Question: I am choosing a method for lead sulfide and need both the unit cell and the band gap. The runs below start from a PBE run in the measured cell and change its volume, the functional or the spin-orbit coupling; a last run compresses the LDA cell too. May I simply pick the functional whose pressure is nearest zero? And since the PBE base run has a gap of 0.35 eV, close to the roughly 0.4 eV I remember as measured, can I stay with PBE and leave out spin-orbit coupling?

PbS (Fm-3m, 2 atoms) in Ansatz 0.2.0 with default frozen-core PAW files, an 8 × 8 × 8 k mesh, Fermi-Dirac smearing of 0.01 eV and a cutoff of 420 eV (500 eV for r2SCAN). The base run is scalar-relativistic PBE without spin in the measured cell (COD, 26.07 Å³/atom). Pressure and stress are positive in compression.

```
             change from the base run  pressure (GPa)  stress xx (GPa)
                                 base            2.28             2.28
                volume scaled by 0.95            5.84             5.84
               volume scaled by 0.975            3.94             3.94
               volume scaled by 1.025            0.81             0.81
                volume scaled by 1.05           -0.48            -0.48
                       functional lda           -2.55            -2.55
                    functional pbesol           -0.81            -0.81
                    functional r2scan            1.36             1.36
               spin-orbit coupling on            1.76             1.76
functional lda, volume scaled by 0.96           -0.14            -0.14
```

Answer: Take PBEsol for the cell, but don't trust the PBE gap. It looks right because two errors oppose each other.

The pressure tells how far the measured cell lies from the one that the functional itself prefers. A positive value means that the crystal wants to expand. For small changes the relation is

relative volume change to reach zero pressure ≈ pressure / bulk modulus

The PBE runs at slightly smaller and larger volume give a bulk modulus of about 63 GPa. For LDA, whose runs had no part in that value, the rule predicts a contraction of 4.1%, against 4.2% from its own two volumes. The match is partly luck: a crystal stiffens when squeezed (PBE gives about 71 GPa between the base run and 0.95), while LDA is somewhat softer at these volumes (about 60 GPa from its two runs), and the two effects nearly cancel. For PBE it gives an expansion of 3.6% where the volume runs give 4.1%, because the crystal softens as it stretches.

The order of the functionals fits the way they treat an uneven electron density. LDA is exact for a uniform electron gas and has no term for density gradients; in solids it usually binds too strongly. PBE adds a gradient correction that favours uneven densities, and so favours pulling the atoms apart. PBEsol weakens that correction to suit slowly varying densities, and its pressure duly falls between the two. r2SCAN also uses the kinetic-energy density and lands between PBEsol and PBE here.

Zero is not quite the right target, however. These calculations hold the nuclei still, while in a warm crystal their vibrations push outward. With a Grüneisen parameter γ of roughly 2 (a recalled value), an assumed temperature of 300 K and the volume v per atom, the thermal pressure is

P_thermal ≈ γ · 3kT / v
≈ 2 × 3 × 0.026 eV / 26.07 Å³
≈ 0.006 eV/Å³ ≈ 1 GPa

A good static calculation should therefore give about −1 GPa in a cell measured at room temperature.

Spin-orbit coupling lowers the PBE pressure by 0.5 GPa, a shift that includes the change to fully relativistic PAW files. If the same shift holds for the other functionals, which was not tested, adding it and the thermal pressure leaves 2.7 GPa for PBE, 1.8 for r2SCAN, −0.4 for PBEsol and −2.1 for LDA. The output after this text lists these steps. PBEsol comes closest, but its last few tenths of a GPa have no meaning: the temperature is assumed, and every functional except PBE was run with PAW files made for PBE.

Whether this matters depends on your tolerance. An error of 1% in the cell edge is 3% in volume, or about 1.9 GPa. By that measure PBE fails, LDA just misses, r2SCAN just passes and PBEsol passes easily. Spin-orbit coupling becomes important for the cell only when you want the edge to a few tenths of a per cent.

The gap is much more sensitive to the cell. With PBE it falls from 0.52 eV in the most expanded cell to 0.15 eV in the most compressed one. The usual explanation is that the top of the valence band is an antibonding mixture of lead 6s and sulfur 3p, which compression pushes up. The band energies of these runs fit it: measured from the lead 5d bands, the valence edge rises on compression while the conduction edge moves much less. In the same cell PBE and LDA differ by only 0.13 eV; when each has a cell near its own zero pressure, the difference is 0.42 eV. Between these two, most of the disagreement about the gap in relaxed cells is thus a disagreement about volume. This is not so for r2SCAN, whose gap lies 0.25 eV above PBE in the same cell.

Spin-orbit coupling then removes most of the PBE gap, which drops from 0.35 to 0.09 eV. The expected cause is that it splits the lead 6p levels, and the lower branch pulls the conduction band down. Leaving it out hides the usual tendency of PBE to make gaps too small. With PBEsol the gap before coupling is 0.25 eV, slightly less than this drop, so the two band edges might even change places. A program can still report a positive gap after such an inversion, and that holds for the PBE value too: 0.09 eV is counted between bands and has no sign. If the edges have already crossed there, the true shift is 0.44 eV rather than 0.26. These outputs don't settle it, so inspect the character of the bands as well.

For the gap I would keep the measured or the PBEsol cell and try r2SCAN with spin-orbit coupling. Without coupling r2SCAN gives 0.61 eV; if the drop were the same as in PBE, about 0.3 eV would remain, or about 0.16 eV if the PBE edges have crossed. Mind the target too: the 0.4 eV you remember is a room-temperature value, and the gap of PbS grows with temperature, being nearer 0.3 eV when cold (a recalled value). That is a reason to run the calculation, not a result.

As for cost, LDA and PBEsol need the same basis as PBE. The r2SCAN run used a cutoff of 500 eV instead of 420 eV, which means about 1.3 times as many plane waves. Spin-orbit coupling doubles the number of orbitals and gives each two components, so they take four times the memory, and the steps that combine all orbitals with one another grow up to eightfold. Settle the cell without coupling first, and pay for it when you compute the gap.

The analysis program printed:

```
PBE bulk modulus near the measured cell in GPa: 62.6
Gap and linear estimate of the expansion to zero pressure:
                                    row  gap in eV  volume in %  cell edge in %
                                   base     0.3543        3.642           1.214
                  volume scaled by 0.95     0.1488        9.329            3.11
                 volume scaled by 0.975     0.2567        6.294           2.098
                 volume scaled by 1.025     0.4426        1.294          0.4313
                  volume scaled by 1.05     0.5222      -0.7668         -0.2556
                         functional lda     0.2273       -4.073          -1.358
                      functional pbesol     0.2457       -1.294         -0.4313
                      functional r2scan     0.6076        2.173          0.7242
                 spin-orbit coupling on    0.08999        2.812          0.9372
  functional lda, volume scaled by 0.96    0.07286      -0.2236        -0.07455
PBE zero-pressure volume against the measured one from its own volume rows in %: 4.07
LDA zero-pressure volume against the measured one from its own two rows in %: -4.232
Pressure step from PBE to LDA in GPa: -4.83
Pressure step from PBE to PBEsol in GPa: -3.09
Pressure step from PBE to r2SCAN in GPa: -0.92
Pressure step from PBE to PBE with spin-orbit coupling in GPa: -0.52
Rough thermal pressure at 300 K in GPa: 0.9534
PBE with spin-orbit and thermal pressure added in GPa: 2.713
r2SCAN with both added in GPa: 1.793
PBEsol with both added in GPa: -0.3766
LDA with both added in GPa: -2.117
Gap of PBE less gap of LDA at the same measured cell in eV: 0.127
Gap of PBE at its zero-pressure volume less gap of LDA at 0.96 in eV: 0.4197
Ratio of these two gap differences: 3.305
Fall of the PBE gap with spin-orbit coupling in eV: 0.2643
Number of scalar rows with a gap below this fall: 5
Plane-wave number at 500 eV over that at 420 eV: 1.299
```
